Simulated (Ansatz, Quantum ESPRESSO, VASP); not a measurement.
# Mg: 5 runs at one level of theory

```
Mg
1.0
     3.20930    0.00000    0.00000
    -1.60465    2.77934    0.00000
     0.00000    0.00000    5.21030
Mg
2
Direct
  0.66667 0.33333 0.75000
  0.33333 0.66667 0.25000
```

Alike in all runs: task band structure; functional PBE; k mesh 10 × 10 × 5; occupations fermi-dirac, width 0.05 eV; no spin polarisation; no spin-orbit coupling. Pressure is positive in compression and, in plane waves, holds the error of the finite cutoff, which Ansatz's Pulay term estimates and takes out.

| program and potentials | plane-wave cutoff (eV) | notes | pressure (GPa) |
| --- | --- | --- | --- |
| VASP, PBE PAW files Mg_pv, 520 eV | 520 | 8 valence electrons an atom on average | -0.50 |
| Quantum ESPRESSO, PseudoDojo 0.4.1 SR PBE standard | 1143 | 10 valence electrons an atom on average | -0.34 |
| Ansatz, Ansatz PAW (files of its older set among them) | 760 | 10 valence electrons an atom on average | -0.39 |
| Ansatz, all-electron LAPW, scalar-relativistic | - | - | -0.39 |
| Ansatz, PseudoDojo standard (PBE files) | 1143 | 10 valence electrons an atom on average; Pulay term of +0.03 GPa included | -0.34 |

The pressure spans -0.50 (VASP, PBE PAW files Mg_pv, 520 eV) to -0.34 GPa (Quantum ESPRESSO, PseudoDojo 0.4.1 SR PBE standard), with all-electron results at -0.39.

Differences between rows come from potentials, basis sets and numerical settings, since the functional is the same but for its coding. Runs on potential files found faulty are left out.
